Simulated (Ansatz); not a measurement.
# AlN (F-43m) in Ansatz: settings compared

One crystal, AlN, is run at these levels: BLYP, r2SCAN; tasks: band structure, single point, equation of state.

Everything below comes from runs of Ansatz 0.2.0. Logs are shortened: lines on timing, memory, paths and dates and some standing lists are left out, and cuts for length are marked.

### 1 The structure

Symmetry: F-43m, No. 216, cubic system. The conventional cell has a = 4.368 Å, b = 4.368 Å, c = 4.368 Å, α = 90.00°, β = 90.00°, γ = 90.00°. Al (site symmetry -43m) has 4 N at 1.89 Å as nearest neighbours. N (site symmetry -43m) is surrounded by 4 Al at 1.89 Å.

Measurements of this composition are mostly on another form, of space group No. 186.

### 2 Band structure, BLYP

File input.yaml:

```yaml
crystal:
  lattice:
    - [0.0, 2.1839935596, 2.1839935596]
    - [2.1839935596, 0.0, 2.1839935596]
    - [2.1839935596, 2.1839935596, 0.0]
  atoms:
    - { symbol: Al, position: [0.0, 0.0, 0.0] }
    - { symbol: "N", position: [0.25, 0.25, 0.25] }
hamiltonian:
  xc: blyp
  pseudopotentials: { kind: paw }
kpoints:
  mp_grid: { grid: [10, 10, 10] }
  band_path:
    path:
      - [[0.0, 0.0, 0.0], [0.5, 0.0, 0.5], [0.5, 0.25, 0.75], [0.375, 0.375, 0.75], [0.0, 0.0, 0.0], [0.5, 0.5, 0.5], [0.625, 0.25, 0.625], [0.5, 0.25, 0.75], [0.5, 0.5, 0.5], [0.375, 0.375, 0.75]]
      - [[0.625, 0.25, 0.625], [0.5, 0.0, 0.5]]
    npoints: 14
scf:
  occupations: { method: fermi_dirac, width: 0.05 }
  n_extra_bands: 6
output:
  forces: true
  stress: true
  eigenvalues: true
  fatbands: true
  write_density: true
  write_potential: true
  elf: true
  volumetric_format: npy
```

Potentials or basis: Ansatz PAW.

Started as:

```sh
> ansatz run input.yaml --threads 2 --pin off --max-ram 5120MiB --backend cpu --events-out ev --progress --plain --runs-dir out
```

Standard output:

```text
Warning: RAYON_NUM_THREADS=2 ignored (pool sized by the plan → 2); use --threads N
scf.n_extra_bands = 6 over 4 filled bands (N_el = 8.0): the run solves 10 bands
Engine: ansatz 0.2.0, x86_64-unknown-linux-gnu
Pseudopotentials: kind: paw
Pseudopotential: Al, paw, valence charge 3, recommended cutoff 420 eV (normal), Al.paw.azcp
Pseudopotential: N, paw, valence charge 5, recommended cutoff 420 eV (normal), N.paw.azcp
Functional definition: BLYP
  parameter beta = 0.0042
  parameter a = 0.04918
  parameter b = 0.132
  parameter c = 0.2533
  parameter d = 0.349
  exchange = b88_x(beta = beta)
  correlation = lyp_c(a = a, b = b, c = c, d = d)
Crystal: 2 atoms, lattice volume = 20.835 Å³
Basis set: ecut = 420 eV, 411 PW (Γ), exchange–correlation on 48×48×48 points (8 copies of the dense FFT grid, shifted against one another)
Bands: 10, of which v1, the nominal top of the filled ones, is band 4 counted from 1 (3 counted from 0)
Symmetry: 24 space group operations
Space group: F-43m (ITA 216), of the structure as read, at distance tolerance 2.8e-5 Å
k-points: 47 of 1000 (time reversal used)
Non-local potential: Al, projectors of the file, l = 0: 2, l = 1: 2, l = 2: 1
Non-local potential: N, projectors of the file, l = 0: 2, l = 1: 2, l = 2: 1
PAW form: soft (Blöchl's): semilocal exchange-correlation on the pseudo side does not see the compensation charge
PAW frozen core: Al, regenerated for the run's functional, and the local potential with it (the file was generated under x = pbe(κ = 0.804, μ = 0.2195149727645171), c = pbe(β = 0.06672455060314922))
PAW frozen core: N, regenerated for the run's functional, and the local potential with it (the file was generated under x = pbe(κ = 0.804, μ = 0.2195149727645171), c = pbe(β = 0.06672455060314922))
PAW one-centre angular grid: Al, 110 points (default); XC on 64 Gauss nodes
PAW one-centre angular grid: N, 110 points (default); XC on 64 Gauss nodes
Initial density: superposition of atomic densities (neutral atoms: chi_scale 0, normalization atom), corrected by the library's trained network
Initial wavefunctions: pseudopotential atomic-orbital guess
Functional: x = b88, c = lyp
SCF iter   1: F=—  HF=-929.090069 eV  |F-HF|=—  |Δ(HF+E_count)|=         —  Δρ=1.97e-2  dr2=7.45e-2  ethr=1.77e-3  ⟨swp⟩=5.0  Hψ=3086  notcnv=0  defer=1
preconditioner: auto → none  [insulator: Δε(μ)=3.942 eV  Ē_g=18.044 eV  σ=0.050 eV  W_gap=1.00  n_scr=0 (ndim 8)  ℏωp=23.0 eV  f_vac=0.000  D(μ)=0.00/eV (n_scr^D=0)  ε∞_Penn≈2.6]
SCF iter   2: F=—  HF=-929.069753 eV  |F-HF|=—  |Δ(HF+E_count)|=   2.03e-2  Δρ=5.67e-3  dr2=7.11e-3  ethr=9.31e-4  ⟨swp⟩=2.0  Hψ=984  notcnv=0  defer=19
SCF iter   3: F=—  HF=-929.067846 eV  |F-HF|=—  |Δ(HF+E_count)|=   1.91e-3  Δρ=5.40e-4  dr2=3.91e-5  ethr=8.89e-5  ⟨swp⟩=2.7  Hψ=722  notcnv=0  defer=69
SCF iter   4: F=—  HF=-929.067868 eV  |F-HF|=—  |Δ(HF+E_count)|=   2.18e-5  Δρ=3.22e-5  dr2=1.71e-7  ethr=4.89e-7  ⟨swp⟩=2.7  Hψ=604  notcnv=0  defer=69
iter 5 did not close the SCF: its close was put off for the readings that it lacked (scf_convergence_deferred on its scf_iter line)
SCF iter   5: F=-929.067868 eV  HF=-929.067868 eV  |F-HF|=6.36e-9  |Δ(HF+E_count)|=   1.79e-7  Δρ=4.63e-6  dr2=1.78e-9  ethr=2.14e-9  ⟨swp⟩=2.0  Hψ=568  notcnv=0  defer=69
SCF iter   6: F=-929.067868 eV  HF=-929.067868 eV  |F-HF|=2.02e-11  |Δ(HF+E_count)|=   7.31e-9  Δρ=1.97e-7  dr2=3.94e-12  ethr=2.23e-11  ⟨swp⟩=7.3  Hψ=2464  notcnv=0
SCF 1 converged in 6 iterations: F = -929.067868 eV  dr2 = 3.94e-12
NSCF: frozen V_eff on 142 k-points
SCF converged after 6 iterations
Free energy (F): -929.067868 eV
Harris-Foulkes:  -929.067868 eV  (|F-HF|=2.02e-11)
Internal energy: -929.067868 eV  (E = F + TS)
E sigma→0 (E₀):  -929.067868 eV
Fermi energy:    9.250101 eV
--- Per-component energies (eV) ---
  E_band       = 18.962902
  E_kinetic    = 160.621647
  E_local      = -226.338991  (includes V_loc(G=0)·N_el)
  E_nonlocal   = 56.753121
  E_hartree    = 79.000115
  E_xc         = -100.386752
  E_vxc        = -105.944529  (∫ρ·V_xc dr)
  E_paw        = -602.127961  (= ΣΔE_a)
  E_vpaw       = -24.128652  (= ΣTr[D̂ρ^β])
  E_aug_tail   = 0.000098  (compensation charges beyond the density's cutoff)
  E_ewald      = -296.603555
  E_core_change = 0.014411  (= ΣΔE_core)
  E_smearing   = -0.000000  (= −TS)
  E_closure    = 0.000000  (closes the sum)
  Σ components = -929.067868   (vs F -929.067868, Δ=0.00e0)
--- Forces (eV/Å), atoms counted from 1 ---
  atom   1  Al     0.00000000    -0.00000000     0.00000000
  atom   2  N     -0.00000000     0.00000000    -0.00000000
  max |Σ_I F_I| component: 1.48e-16 eV/Å
--- Stress (GPa, compression-positive) ---
        7.765749       0.000000      -0.000000
        0.000000       7.765749       0.000000
       -0.000000       0.000000       7.765749
  P = ⅓ Tr σ = 7.7657 GPa (77.657 kbar)
--- Band table (eV; the first three rows and the last of 47) ---
  k-point 0: bands = ["-7.5057", "7.3580", "7.3580", "7.3580", "11.8456", "20.0006", "20.0006", "20.0006", "25.0042", "25.0042"]
  k-point 1: bands = ["-7.3613", "6.5852", "7.3075", "7.3075", "12.4770", "19.6261", "20.1307", "20.1307", "23.8625", "23.8625"]
  k-point 2: bands = ["-6.9508", "5.0237", "7.1813", "7.1813", "13.5798", "18.8600", "20.0698", "20.0698", "23.3501", "23.3501"]
  k-point 46: bands = ["-4.8203", "3.3518", "4.3409", "4.8447", "13.3670", "18.3897", "19.8777", "20.0463", "24.2977", "26.8817"]
```

bands.tsv:

```text
# k_distance	band_0	band_1	band_2	band_3	band_4	band_5	band_6	band_7	band_8	band_9
# fermi_ev = 9.250101
# lock_threshold_ev = 1e-12
# [0, 0, 0] at k_distance = 0.000000
# [0.5, 0, 0.5] at k_distance = 1.438462
[... 152 lines left out ...]
9.052141	-14.111009	-6.620888	-3.989778	-3.572696	2.129735	7.186246	12.011873	13.656860	13.720813	20.914337
9.088468	-14.113107	-6.651832	-3.866902	-3.591860	2.016652	7.087594	12.060321	13.744542	13.782983	21.201488
9.124794	-14.115053	-6.676128	-3.765241	-3.607208	1.923563	7.008878	12.098376	13.814853	13.835149	21.457032
9.161121	-14.116496	-6.693417	-3.688956	-3.617748	1.853963	6.951626	12.126173	13.865952	13.875164	21.664726
9.197448	-14.117436	-6.703825	-3.641929	-3.624228	1.810822	6.916876	12.142937	13.897000	13.899606	21.697706
9.233774	-14.117773	-6.707306	-3.626408	-3.626408	1.796198	6.905206	12.148533	13.907400	13.907400	21.687356
```

Run time: 8.3 s. Hardware: 2 threads of Intel Xeon at 2.50GHz (Skylake/Cascade Lake), shared host; peak memory 0.3 GiB.

What came out:

| Item | Value |
| --- | --- |
| Free energy | -929.0679 eV |
| Pressure | 7.8 GPa |
| Band gap on the k mesh | 3.69 eV, indirect (least direct gap 4.49 eV) |
| Band gap along the path | 3.69 eV, indirect (least direct gap 4.49 eV) |

Levels at the corners of the path, in eV from the valence-band top:
```
point  band 1  band 2  band 3  band 4  band 5  band 6  band 7  band 8  band 9
    Γ  -14.86    0.00    0.00    0.00    4.49   12.64   12.64   12.64   17.65
    X  -12.23   -4.82   -1.73   -1.73    3.69    8.80   14.04   15.80   15.80
    W  -12.17   -3.74   -3.33   -2.58    6.33   11.67   12.12   12.15   17.24
    K  -12.25   -4.18   -3.51   -1.34    5.48   10.27   13.14   14.27   15.33
    Γ  -14.86    0.00    0.00    0.00    4.49   12.64   12.64   12.64   17.65
    L  -12.85   -5.71   -0.47   -0.47    7.56   10.15   11.28   11.28   18.25
    U  -12.25   -4.18   -3.51   -1.34    5.48   10.27   13.14   14.27   15.33
    W  -12.17   -3.74   -3.33   -2.58    6.33   11.67   12.12   12.15   17.24
    L  -12.85   -5.71   -0.47   -0.47    7.56   10.15   11.28   11.28   18.25
    K  -12.25   -4.18   -3.51   -1.34    5.48   10.27   13.14   14.27   15.33
    U  -12.25   -4.18   -3.51   -1.34    5.48   10.27   13.14   14.27   15.33
    X  -12.23   -4.82   -1.73   -1.73    3.69    8.80   14.04   15.80   15.80
```

Caveat: the pressure holds a Pulay correction of +0.6 GPa for the finite cutoff; the PAW data sets come from PBE, with cores solved anew for the run's functional, which leaves a small shift of forces and pressure. As with any semilocal functional, this BLYP gap is likely too small.

(Part 1 of 2 ends here.)
